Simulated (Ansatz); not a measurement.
**Te, fcc: geometry optimisation**

Theory: DFT, LDA (PW92), plane waves (420 eV) with PAW, scalar-relativistic (Ansatz). (PAW data from PBE, frozen cores regenerated.)

k-point mesh 11×11×11, Fermi-Dirac smearing 0.1 eV, no spin polarisation. Cell and atoms relax.

Starting structure:

```
CELL_PARAMETERS angstrom
0.00000 2.43391 2.43391
2.43391 0.00000 2.43391
2.43391 2.43391 0.00000
ATOMIC_POSITIONS crystal
Te 0.00000 0.00000 0.00000
```

What cell does the relaxation end in?

Fm-3m with a = 4.729 Å; 26.44 Å³ per atom against 28.84 at the start (-8.3 %).

How much energy does the relaxation gain?

39.3 meV per atom.
